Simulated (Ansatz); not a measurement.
# MnSb (P1) in Ansatz: convergence with scf convergence dr2 threshold

Aim: find how far scf convergence dr2 threshold must go before the results for MnSb settle, at PBEsol. This setting moves, with any that are tied to it; all else stays.

All numbers are computed with Ansatz 0.2.0; they aren't measurements. Logs are shortened: lines on timing, memory, paths and dates and some standing lists are left out, and cuts for length are marked.

## 1. The cell of the first run

The typed cell holds 2 atoms: a = 3.953 Å, b = 3.953 Å, c = 3.953 Å, α = 60.00°, β = 60.00°, γ = 60.00°.

The cell comes from a database or a generator and needn't be the stable form of this composition.

The cell isn't the ideal one: atoms moved at random, drawn with an rms of 0.05 Å.

## 2. With scf convergence dr2 threshold 0.01

Input file input.yaml:

```yaml
crystal:
  lattice:
    - [0.0, 2.795016, 2.795016]
    - [2.795016, 0.0, 2.795016]
    - [2.795016, 2.795016, 0.0]
  atoms:
    - { symbol: Sb, position: [0.516716, 0.491874, 0.494844] }
    - { symbol: Mn, position: [-0.010164, 0.014433, -0.002558], spin: 4.0 }
hamiltonian:
  xc: pbesol
  pseudopotentials: { kind: paw }
magnetization:
  spin_polarized: true
kpoints:
  mp_grid: { grid: [6, 6, 6] }
scf:
  occupations: { method: fermi_dirac, width: 0.05 }
  convergence: { dr2_threshold: 0.01 }
output:
  forces: true
  stress: true
  eigenvalues: true
```

Potentials or basis: Ansatz PAW.

Launch:

```bash
$ ansatz run input.yaml --threads 2 --pin off --max-ram 5632MiB --backend cpu --events-out ev --progress --plain --runs-dir out
```

The program printed:

```text
Warning: scf.convergence.dr2_threshold = 1e-2 eV is looser than this run's default, which is 1e-7 eV or tighter. The error in the forces grows as the threshold's square root, so leave the key out unless less accurate forces are enough
Warning: output.stress: scf.convergence.dr2_threshold = 1e-2 eV is looser than the 2e-10 eV advised for a printed stress (1e-10 eV for each atom of the cell: 2). What an SCF threshold leaves in a stress goes as its square root, and in the free energy as the threshold itself, and one threshold admits the most on a small cell: of the crystals measured, under no hybrid functional and no lock of the moments, on runs that ended without the residual-converged pass, on stresses that held no estimate of that error, the worst erred by over 100 MPa in a component at 1e-7 eV an atom and by under 5 at 1e-10. Set scf.convergence.dr2_threshold to 2e-10 eV or tighter. The threshold is an SCF's pass mark: one that does not reach it within its budget of iterations ends unconverged, or closes short of it on a stop that the run arms, and scf.convergence.dr2_threshold's page says what that costs each kind of run
Warning: RAYON_NUM_THREADS=2 ignored (pool sized by the plan → 2); use --threads N
Engine: ansatz 0.2.0, aarch64-unknown-linux-gnu
Pseudopotentials: kind: paw
Pseudopotential: Sb, paw, valence charge 15, recommended cutoff 420 eV (normal), Sb.paw.azcp
Pseudopotential: Mn, paw, valence charge 15, recommended cutoff 420 eV (normal), Mn.paw.azcp
Functional definition: PBEsol
  exchange = pbesol_x
  correlation = pbesol_c
Crystal: 2 atoms, lattice volume = 43.670 Å³
Basis set: ecut = 420 eV, 869 PW (Γ), exchange–correlation on 54×54×54 points (8 copies of the dense FFT grid, shifted against one another)
Bands: 21, of which v1, the nominal top of the filled ones, is band 15 counted from 1 (14 counted from 0)
Symmetry: 1 space group operations
Space group: P1 (ITA 1), of the structure as read, at distance tolerance 3.5e-5 Å
Magnetic group: BNS 1.1 (UNI 1), of the structure as read, at distance tolerance 3.5e-5 Å
k-points: 112 of 216 (time reversal used)
Non-local potential: Sb, projectors of the file, l = 0: 2, l = 1: 2, l = 2: 2, l = 3: 2
Non-local potential: Mn, projectors of the file, l = 0: 3, l = 1: 2, l = 2: 3, l = 3: 1
PAW form: soft (Blöchl's): semilocal exchange-correlation on the pseudo side does not see the compensation charge
PAW frozen core: Sb, regenerated for the run's functional, and the local potential with it (the file was generated under x = pbe(κ = 0.804, μ = 0.2195149727645171), c = pbe(β = 0.06672455060314922))
PAW frozen core: Mn, regenerated for the run's functional, and the local potential with it (the file was generated under x = pbe(κ = 0.804, μ = 0.2195149727645171), c = pbe(β = 0.06672455060314922))
PAW one-centre angular grid: Sb, 590 points (default); XC on 64 Gauss nodes
[... 28 lines left out ...]
Entropy (-TS):   -0.008840 eV (-4.420 meV/atom)
Fermi energy:    11.781310 eV
--- Per-component energies (eV) ---
  E_band       = -426.948628
  E_kinetic    = 509.360454
  E_local      = -3667.305365  (includes V_loc(G=0)·N_el)
  E_nonlocal   = 615.428525
  E_hartree    = 1577.675508
  E_xc         = -248.370734
  E_vxc        = -239.133856  (∫ρ·V_xc dr)
  E_paw        = -5776.188309  (= ΣΔE_a)
  E_vpaw       = -801.758897  (= ΣTr[D̂ρ^β])
  E_aug_tail   = -0.000011  (compensation charges beyond the density's cutoff)
  E_ewald      = -3287.427055
  E_core_change = 0.501507  (= ΣΔE_core)
  E_smearing   = -0.008840  (= −TS)
  E_closure    = -0.000000  (closes the sum)
  Σ components = -10276.334321   (vs F -10276.334321, Δ=0.00e0)
--- Forces (eV/Å), atoms counted from 1 ---
  atom   1  Sb     0.29699012    -0.28609839    -0.04960301
  atom   2  Mn    -0.29520705     0.28438057     0.04930346
  max |Σ_I F_I| component: 1.78e-3 eV/Å
--- Stress (GPa, compression-positive) ---
       -3.864237       0.112419       0.019441
        0.112416      -3.898712      -0.018711
        0.019439      -0.018711      -4.347891
  P = ⅓ Tr σ = -4.0369 GPa (-40.369 kbar)
--- Band table (eV; the first three rows and the last of 224) ---
  k-point 0 ↑: bands = ["-69.3838", "-38.2629", "-38.2614", "-38.2603", "-16.8952", "-16.8946", "-16.8662", "-16.8657", "-16.8652", "0.2356", "8.7828", "8.7864", "8.7934", "9.0099", "9.0223", "13.0853", "13.0876", "13.1008", "16.6510", "19.7966", "20.0364"]
  k-point 1 ↑: bands = ["-69.3837", "-38.2631", "-38.2619", "-38.2608", "-16.8941", "-16.8935", "-16.8645", "-16.8637", "-16.8631", "0.5992", "8.5093", "8.6913", "8.7119", "8.9359", "8.9384", "11.1500", "13.4036", "13.4144", "17.3031", "19.3122", "19.3440"]
  k-point 2 ↑: bands = ["-69.3836", "-38.2637", "-38.2632", "-38.2614", "-16.8924", "-16.8919", "-16.8624", "-16.8584", "-16.8577", "1.5927", "7.0616", "8.2780", "8.2924", "9.0840", "9.0858", "9.6944", "14.0381", "14.0507", "16.2243", "17.5368", "17.5555"]
  k-point 111 ↓: bands = ["-65.4359", "-34.3853", "-34.3805", "-34.3792", "-16.9086", "-16.9080", "-16.8849", "-16.8785", "-16.8780", "2.4112", "6.2705", "9.9807", "9.9903", "12.7104", "12.7169", "12.9044", "15.6192", "15.9158", "16.2452", "17.3717", "17.3809"]
```

It took 11 s on 2 threads of Arm Neoverse V2, shared host; peak memory 0.48 GiB.

Results:

```
Free energy            : -10276.3343 eV
Pressure               : -4.0 GPa
Largest force          : 0.415 eV/Å
Band gap on the k mesh : none (metal or under the smearing width)
Net moment             : 3.82 μB per cell
Absolute moment        : 4.13 μB per cell
Site moments           : Sb -0.09; Mn +3.75 μB
```

## 3. With scf convergence dr2 threshold 0.001

Changes to input.yaml since step 2:

```diff
@@ -17,3 +17,3 @@
   occupations: { method: fermi_dirac, width: 0.05 }
-  convergence: { dr2_threshold: 0.01 }
+  convergence: { dr2_threshold: 0.001 }
 output:
```

Potentials or basis: Ansatz PAW.

Launch:

```bash
$ ansatz run input.yaml --threads 2 --pin off --max-ram 5632MiB --backend cpu --events-out ev --progress --plain --runs-dir out
```

It took 11 s on 2 threads of Arm Neoverse V2, shared host; peak memory 0.48 GiB.

What came out:

| Item | Value |
| --- | --- |
| Free energy | -10276.3343 eV |
| Pressure | -4.0 GPa |
| Largest force | 0.415 eV/Å |
| Band gap on the k mesh | none (metal or under the smearing width) |
| Net moment | 3.82 μB per cell |
| Absolute moment | 4.13 μB per cell |
| Site moments | Sb -0.09; Mn +3.75 μB |

## 4. With scf convergence dr2 threshold 0.0001

Changes to input.yaml since step 3:

```diff
@@ -17,3 +17,3 @@
   occupations: { method: fermi_dirac, width: 0.05 }
-  convergence: { dr2_threshold: 0.001 }
+  convergence: { dr2_threshold: 0.0001 }
 output:
```

Launch:

```bash
$ ansatz run input.yaml --threads 2 --pin off --max-ram 5632MiB --backend cpu --events-out ev --progress --plain --runs-dir out
```

Wall time 11 s (2 threads of Arm Neoverse V2, shared host); peak memory 0.48 GiB.

Results:

- Free energy: -10276.3348 eV
- Pressure: -4.1 GPa
- Largest force: 0.416 eV/Å
- Band gap on the k mesh: none (metal or under the smearing width)
- Net moment: 3.82 μB per cell
- Absolute moment: 4.13 μB per cell
- Site moments: Sb -0.09; Mn +3.74 μB

## 5. With scf convergence dr2 threshold 1e-05

Changes to input.yaml since step 4:

```diff
@@ -17,3 +17,3 @@
   occupations: { method: fermi_dirac, width: 0.05 }
-  convergence: { dr2_threshold: 0.0001 }
+  convergence: { dr2_threshold: 1.0e-05 }
 output:
```

Launch:

```bash
$ ansatz run input.yaml --threads 2 --pin off --max-ram 5632MiB --backend cpu --events-out ev --progress --plain --runs-dir out
```

Run time: 11 s. Hardware: 2 threads of Arm Neoverse V2, shared host; peak memory 0.49 GiB.

What came out:

```
Free energy            : -10276.3348 eV
Pressure               : -4.1 GPa
Largest force          : 0.416 eV/Å
Band gap on the k mesh : none (metal or under the smearing width)
Net moment             : 3.82 μB per cell
Absolute moment        : 4.13 μB per cell
Site moments           : Sb -0.09; Mn +3.74 μB
```

## 6. With scf convergence dr2 threshold 1e-06

Changes to input.yaml since step 5:

```diff
@@ -17,3 +17,3 @@
   occupations: { method: fermi_dirac, width: 0.05 }
-  convergence: { dr2_threshold: 1.0e-05 }
+  convergence: { dr2_threshold: 1.0e-06 }
 output:
```

Potentials or basis: Ansatz PAW.

Launch:

```bash
$ ansatz run input.yaml --threads 2 --pin off --max-ram 5632MiB --backend cpu --events-out ev --progress --plain --runs-dir out
```

Run time: 11 s. Hardware: 2 threads of Arm Neoverse V2, shared host; peak memory 0.48 GiB.

Results (log left out):

```
Free energy            : -10276.3348 eV
Pressure               : -4.1 GPa
Largest force          : 0.416 eV/Å
Band gap on the k mesh : none (metal or under the smearing width)
Net moment             : 3.82 μB per cell
Absolute moment        : 4.13 μB per cell
Site moments           : Sb -0.09; Mn +3.74 μB
```

## 7. With scf convergence dr2 threshold 1e-07

Changes to input.yaml since step 6:

```diff
@@ -17,3 +17,3 @@
   occupations: { method: fermi_dirac, width: 0.05 }
-  convergence: { dr2_threshold: 1.0e-06 }
+  convergence: { dr2_threshold: 1.0e-07 }
 output:
```

Launch:

```bash
$ ansatz run input.yaml --threads 2 --pin off --max-ram 5632MiB --backend cpu --events-out ev --progress --plain --runs-dir out
```

Run time: 11 s. Hardware: 2 threads of Arm Neoverse V2, shared host; peak memory 0.48 GiB.

The run converged. Its results:

| Property | Result |
| --- | --- |
| Free energy | -10276.3348 eV |
| Pressure | -4.1 GPa |
| Largest force | 0.416 eV/Å |
| Band gap on the k mesh | none (metal or under the smearing width) |
| Net moment | 3.82 μB per cell |
| Absolute moment | 4.13 μB per cell |
| Site moments | Sb -0.09; Mn +3.74 μB |

## 8. With scf convergence dr2 threshold 1e-09

Changes to input.yaml since step 7:

```diff
@@ -17,3 +17,3 @@
   occupations: { method: fermi_dirac, width: 0.05 }
-  convergence: { dr2_threshold: 1.0e-07 }
+  convergence: { dr2_threshold: 1.0e-09 }
 output:
```

Launch:

```bash
$ ansatz run input.yaml --threads 2 --pin off --max-ram 5632MiB --backend cpu --events-out ev --progress --plain --runs-dir out
```

Run time: 12 s. Hardware: 2 threads of Arm Neoverse V2, shared host; peak memory 0.49 GiB.

Results (log left out):

| Item | Value |
| --- | --- |
| Free energy | -10276.3348 eV |
| Pressure | -4.1 GPa |
| Largest force | 0.416 eV/Å |
| Band gap on the k mesh | none (metal or under the smearing width) |
| Net moment | 3.82 μB per cell |
| Absolute moment | 4.13 μB per cell |
| Site moments | Sb -0.09; Mn +3.74 μB |

## 9. With scf convergence dr2 threshold 1e-11

Changes to input.yaml since step 8:

```diff
@@ -17,3 +17,3 @@
   occupations: { method: fermi_dirac, width: 0.05 }
-  convergence: { dr2_threshold: 1.0e-09 }
+  convergence: { dr2_threshold: 1.0e-11 }
 output:
```

Potentials or basis: Ansatz PAW.

Launch:

```bash
$ ansatz run input.yaml --threads 2 --pin off --max-ram 5632MiB --backend cpu --events-out ev --progress --plain --runs-dir out
```

Run time: 14 s. Hardware: 2 threads of Arm Neoverse V2, shared host; peak memory 0.48 GiB.

It converged, with:

```
Free energy            : -10276.3348 eV
Pressure               : -4.1 GPa
Largest force          : 0.416 eV/Å
Band gap on the k mesh : none (metal or under the smearing width)
Net moment             : 3.82 μB per cell
Absolute moment        : 4.13 μB per cell
Site moments           : Sb -0.09; Mn +3.74 μB
```

## 10. Result

```csv
scf convergence dr2 threshold,"energy less the tightest run, at zero smearing (meV/atom)",SCF cycles,CPU time (s),peak memory (GiB)
0.01,0.22,7,22,0.48
0.001,0.22,7,21,0.48
0.0001,0.00,9,21,0.48
1e-05,0.00,9,22,0.49
1e-06,0.00,10,22,0.48
1e-07,0.00,10,21,0.48
1e-09,0.00,12,23,0.49
1e-11,0.00,14,26,0.48
```

Against the tightest run, the energy stays within 1 meV/atom from 0.01 on. The tightest run that finished is the yardstick and may itself not be fully converged.

Caveats: a cell with one magnetic atom can't hold antiferromagnetic order, which such compounds often take; the PAW data sets come from PBE, with cores solved anew for the run's functional, which leaves a small shift of forces and pressure.
